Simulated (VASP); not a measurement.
# H (I4/mmm) in VASP: a series of runs, part 2 of 2

VASP 6.6.1. Earlier steps stand in the parts before.

## 5. Single point, PBE

INCAR reads:

```
SYSTEM = H
  PREC = Accurate
  ENCUT = 450
  EDIFF = 1E-6
  ISMEAR = 0
  SIGMA = 0.5
  LREAL = .FALSE.
  LASPH = .TRUE.
  NELM = 100
  ALGO = Normal
  ISIF = 2
  LWAVE = .FALSE.
  LCHARG = .FALSE.
  GGA = PE
  ADDGRID = .FALSE.
```

KPOINTS reads:

```
Automatic mesh
0
G
  5 5 5
  0 0 0
```

POSCAR reads:

```
H
1.0
   -1.6915344700      1.6915344700      2.0584739900
    1.6915344700     -1.6915344700      2.0584739900
    1.6915344700      1.6915344700     -2.0584739900
H
2
Direct
    0.0901377100      0.0901377100      0.0000000000
    0.9098622900      0.9098622900      0.0000000000
```

Potentials or basis: VASP PAW PBE potentials, release 64 (H).

Started as:

```
$ cat potpaw_PBE.64/H/POTCAR > POTCAR
$ mpirun -np 1 vasp_std > vasp.out
```

OUTCAR:

```text
SYSTEM = H
   PREC = Accurate
   ENCUT = 450
   EDIFF = 1E-6
   ISMEAR = 0
   LREAL = .FALSE.
   LASPH = .TRUE.
   NELM = 100
   ISIF = 2
   GGA = PE

 Found     18 irreducible k-points:

 Following reciprocal coordinates:
            Coordinates               Weight
  0.000000  0.000000  0.000000      1.000000
  0.200000 -0.000000  0.000000      8.000000
  0.400000 -0.000000  0.000000      8.000000
  0.200000  0.200000  0.000000      8.000000
  0.400000  0.200000  0.000000     16.000000
 -0.400000  0.200000 -0.000000     16.000000
   k-points           NKPTS =     18   k-points in BZ     NKDIM =     18   number of bands    NBANDS=      5
   number of dos      NEDOS =    301   number of ions     NIONS =      2
   total plane-waves  NPLWV =  13824
   dimension x,y,z NGX =    24 NGY =   24 NGZ =   24
   dimension x,y,z NGXF=    48 NGYF=   48 NGZF=   48
   ions per type =               2
   NGX,Y,Z   is equivalent  to a cutoff of  12.64, 12.64, 12.64 a.u.
   NGXF,Y,Z  is equivalent  to a cutoff of  25.29, 25.29, 25.29 a.u.
 SYSTEM =  H
   PREC   = accura    normal or accurate (medium, high low for compatibility)
   ISTART =      0    job   : 0-new  1-cont  2-samecut
   ICHARG =      2    charge: 1-file 2-atom 10-const
   ISPIN  =      1    spin polarized calculation?
   LNONCOLLINEAR =      F non collinear calculations
   LSORBIT =      F    spin-orbit coupling
   LASPH  =      T    aspherical Exc in radial PAW
   ENCUT  =  450.0 eV  33.07 Ry    5.75 a.u.   5.46  5.46  5.46*2*pi/ulx,y,z
   NELM   =    100;   NELMIN=  2; NELMDL= -5     # of ELM steps
   EDIFF  = 0.1E-05   stopping-criterion for ELM
   LREAL  =      F    real-space projection
   EDIFFG = 0.1E-04   stopping-criterion for IOM
   NSW    =      0    number of steps for IOM
   IBRION =     -1    ionic relax: 0-MD 1-quasi-New 2-CG
   NFREE  =      0    steps in history (QN), initial steepest desc. (CG)
   ISIF   =      2    stress and relaxation
   ISYM   =      2    0-nonsym 1-usesym 2-fastsym
   POTIM  = 0.5000    time-step for ionic-motion
   TEBEG  =    0.0;   TEEND  =   0.0 temperature during run
   PSTRESS=    0.0 pullay stress
   NELECT =       2.0000    total number of electrons
   NUPDOWN=      -1.0000    fix difference up-down
   EMIN   =  10.00;   EMAX   =-10.00  energy-range for DOS
   EFERMI =   0.00;   METHOD = LEGACY
   ISMEAR =     0;   SIGMA  =   0.50  broadening in eV -4-tet -1-fermi 0-gaus
   EFERMI_NEDOS =   21; number of points for ismear=-14 and -15
   IALGO  =     38    algorithm
   IMIX   =      4    mixing-type and parameters
     AMIX     =   0.40;   BMIX     =  1.00
     AMIX_MAG =   1.60;   BMIX_MAG =  1.00
  volume/ion in A,a.u.               =      11.78        79.49
  Fermi-wavevector in a.u.,A,eV,Ry     =   0.719497  1.359653  7.043413  0.517676
  Thomas-Fermi vector in A             =   1.808708
   LORBIT       =      0    0 simple, 1 ext, 2 COOP (PROOUT), +10 PAW based schemes
   GGA     = PE    functional components
   LHFCALC =     F    Hartree Fock is set to
   AEXX    =    0.0000 exact exchange contribution
   IVDW    =     0    specifies the selected vdW correction
   LEPSILON=     F    determine dielectric tensor
   LRPA    =     F    only Hartree local field effects (RPA)
 non-spin polarized calculation
 Gauss-broadening in eV      SIGMA  =   0.50
  energy-cutoff  :      450.00
  volume of cell :       23.56
 maximum number of plane-waves:       522
 NGX is ok and might be reduce to    24
   NGX = 11   NGY = 11   NGZ = 11

 number of electron       2.0000000 magnetization

 Free energy of the ion-electron system (eV)
  ---------------------------------------------------
  ext. energy  EPLUGINS =         0.00000000
  ---------------------------------------------------
  free energy    TOTEN  =        -6.77649191 eV

  energy without entropy =       -6.77649191  energy(sigma->0) =       -6.77649191

 E-fermi :  -6.0675     XC(G=0):  -5.3449

 val. band max:       -8.2790876423   @ k =  -0.4000   0.4000   0.4000
 cond. band min:       1.1958017268   @ k =   0.4000  -0.0000   0.0000
 fundamental gap:      9.4748893691
 Fermi energy:        -6.0674918656

 k-point     1 :       0.0000    0.0000    0.0000
  band No.  band energies     occupation
      1     -10.5215      2.00000
      2       5.4485      0.00000
      3       8.9356      0.00000
      4      15.3798      0.00000
      5      15.3798      0.00000

 k-point     2 :       0.2000   -0.0000    0.0000
  band No.  band energies     occupation
      1     -10.0635      2.00000
      2       3.6390      0.00000
      3       9.4628      0.00000
      4      12.2899      0.00000
      5      13.5468      0.00000

 k-point     3 :       0.4000   -0.0000    0.0000
  band No.  band energies     occupation
      1      -9.1504      2.00000
      2       1.1958      0.00000
      3       9.0045      0.00000
      4      10.7034      0.00000
      5      12.3097      0.00000

 k-point     4 :       0.2000    0.2000    0.0000
  band No.  band energies     occupation
      1      -9.3942      2.00000
      2       2.0581      0.00000
      3       7.9933      0.00000
      4      10.5246      0.00000
      5      13.4609      0.00000

 k-point     5 :       0.4000    0.2000    0.0000
  band No.  band energies     occupation
      1      -8.8032      2.00000
      2       1.4085      0.00000
      3       5.9120      0.00000
      4       9.8306      0.00000
      5      12.3131      0.00000

 k-point     6 :      -0.4000    0.2000   -0.0000
  band No.  band energies     occupation
      1      -9.2549      2.00000
      2       2.5824      0.00000
      3       6.6030      0.00000
      4      10.0639      0.00000
      5      11.7026      0.00000

 [... further k-points ...]

------------------------ aborting loop because EDIFF is reached ----------------------------------------

  FORCE on cell =-STRESS in cart. coord.  units (eV):
  Direction    XX          YY          ZZ          XY          YZ          ZX
  --------------------------------------------------------------------------------------
  -------------------------------------------------------------------------------------
  Total       -0.0125828     -0.0125828      0.1773369      0.0000000      0.0000000      0.0000000
  in kB       -0.8556961     -0.8556961     12.0598698      0.0000000      0.0000000      0.0000000
  external PRESSURE =       3.4494925 kB  Pullay stress =       0.0000000 kB

 VOLUME and BASIS-vectors are now :
 -----------------------------------------------------------------------------
  energy-cutoff  :      450.00
  volume of cell :       23.56
      direct lattice vectors                 reciprocal lattice vectors
    -1.691534470  1.691534470  2.058473990     0.000000000  0.295589602  0.242898381
     1.691534470 -1.691534470  2.058473990     0.295589602  0.000000000  0.242898381
     1.691534470  1.691534470 -2.058473990     0.295589602  0.295589602  0.000000000

 POSITION                                       TOTAL-FORCE (eV/Angst)
 -----------------------------------------------------------------------------------
      0.00000      0.00000      0.37109        -0.000000     -0.000000      0.274485
      0.00000      0.00000      3.74586         0.000000      0.000000     -0.274485
 -----------------------------------------------------------------------------------
    total drift:                               -0.000000      0.000000     -0.000000

  FREE ENERGIE OF THE ION-ELECTRON SYSTEM (eV)
  ---------------------------------------------------
  free  energy   TOTEN  =        -6.7764919112 eV

  energy  without entropy=       -6.7764919112  energy(sigma->0) =       -6.77649191
```

OSZICAR:

```text
N       E                     dE             d eps       ncg     rms          rms(c)
DAV:   1    -0.693447251829E+01   -0.69345E+01   -0.39923E+02   180   0.221E+02
DAV:   2    -0.734681920086E+01   -0.41235E+00   -0.41235E+00   245   0.167E+01
DAV:   3    -0.734752238563E+01   -0.70318E-03   -0.70318E-03   200   0.708E-01
DAV:   4    -0.734752353107E+01   -0.11454E-05   -0.11455E-05   250   0.312E-02
DAV:   5    -0.734752353287E+01   -0.17977E-08   -0.17982E-08   200   0.952E-04    0.446E+00
DAV:   6    -0.695716298314E+01    0.39036E+00   -0.20666E-01   180   0.215E+00    0.244E+00
DAV:   7    -0.677295303481E+01    0.18421E+00   -0.45893E-01   185   0.341E+00    0.282E-01
DAV:   8    -0.677748540635E+01   -0.45324E-02   -0.91911E-03   180   0.544E-01    0.178E-01
DAV:   9    -0.677647707005E+01    0.10083E-02   -0.24141E-03   180   0.264E-01    0.134E-02
DAV:  10    -0.677648740095E+01   -0.10331E-04   -0.38348E-05   205   0.513E-02    0.433E-03
DAV:  11    -0.677649155354E+01   -0.41526E-05   -0.41643E-06   195   0.176E-02    0.239E-03
DAV:  12    -0.677649191119E+01   -0.35765E-06   -0.10220E-07   135   0.250E-03
   1 F= -.67764919E+01 E0= -.67764919E+01  d E =-.316436E-10
```

stdout:

```text
POSCAR found type information on POSCAR H
 POSCAR found :  1 types and       2 ions
 scaLAPACK will be used
 LDA part: xc-table for (Slater+PW92), standard interpolation
 POSCAR, INCAR and KPOINTS ok, starting setup
 FFT: planning ... GRIDC
 FFT: planning ... GRID_SOFT
 FFT: planning ... GRID
 WAVECAR not read
 entering main loop
```

Run time: 1.8 s. Hardware: 1 thread of Intel Xeon Platinum 8488C (Sapphire Rapids), shared host; peak memory 0.12 GiB.

These settings aren't checked as converged: the numbers below hold their error.

Results:

| Property | Result |
| --- | --- |
| Free energy | -6.7765 eV |
| Pressure | 0.3 GPa |
| Largest force | 0.274 eV/Å |
| Band gap on the k mesh | 9.47 eV, indirect (least direct gap 10.15 eV) |

Caveat: the k mesh is coarse (spacing up to 0.53 Å⁻¹), so the values aren't converged; an odd mesh through Γ misses points on the zone boundary, where band edges often lie.
